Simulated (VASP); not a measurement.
Write the native input for VASP 6.6.1 that does the following.

- Task: relaxation of cell and atoms
- Functional: PBEsol
- Potentials or basis: VASP PAW PBE potentials, release 64 (Pt, Se)
- Cutoff: 520 eV
- k mesh: 9 × 9 × 6
- Occupations: gaussian, width 0.02 eV
- Spin: no spin polarisation
- Further INCAR settings: ALGO = Fast; EDIFF = 1e-07; IBRION = 2; EDIFFG = -0.002; NSW = 80; ISIF = 3

The structure of PtSe2 lies in POSCAR:

```
PtSe2
1.0
    3.7240000000      0.0000000000      0.0000000000
   -1.8620000000      3.2250786000      0.0000000000
    0.0000000000      0.0000000000      5.0620000000
Pt Se
1 2
Direct
    0.0000000000      0.0000000000      0.0000000000
    0.3333333300      0.6666666700      0.2500000000
    0.6666666700      0.3333333300      0.7500000000
```

One way to write it, as run:

INCAR

```
SYSTEM = PtSe2
  ALGO = Fast
  EDIFF = 1E-7
  EDIFFG = -0.002
  ENCUT = 520
  GGA = PS
  IBRION = 2
  ISIF = 3
  ISMEAR = 0
  LASPH = .TRUE.
  LCHARG = .FALSE.
  LREAL = .FALSE.
  LWAVE = .FALSE.
  NELM = 60
  NSW = 80
  PREC = Accurate
  SIGMA = 0.02
```

KPOINTS

```
k-points
0
G
  9 9 6
  0 0 0
```

Potentials or basis: VASP PAW PBE potentials, release 64 (Pt, Se).

Command:

```sh
$ cat potpaw_PBE.64/Pt/POTCAR potpaw_PBE.64/Se/POTCAR > POTCAR
$ mpirun -np 1 vasp_std > vasp.out
```

Results of the run:

| Quantity | Value |
| --- | --- |
| Relaxed volume | 19.87 Å³/atom |
| Relaxed cell | a = 3.759 Å, b = 3.759 Å, c = 4.872 Å, α = 90.00°, β = 90.00°, γ = 120.00° |
| Space group after relaxing (to 0.05 Å) | P-3m1 (No. 164) |
| Energy gained by relaxing | 6.6 meV/atom |
| Ionic steps | 13 |
| Pressure after relaxing | 0.0 GPa |
| Band gap on the k mesh | none (metal or under the smearing width) |

Caveat: the PAW data sets were made with another functional, which shifts forces and pressure a little.

Wall time 3.9 min on 1 thread of Intel(R) Xeon(R) Platinum 8488C (Sapphire Rapids), with other jobs on the host, peak memory 0.22 GiB.
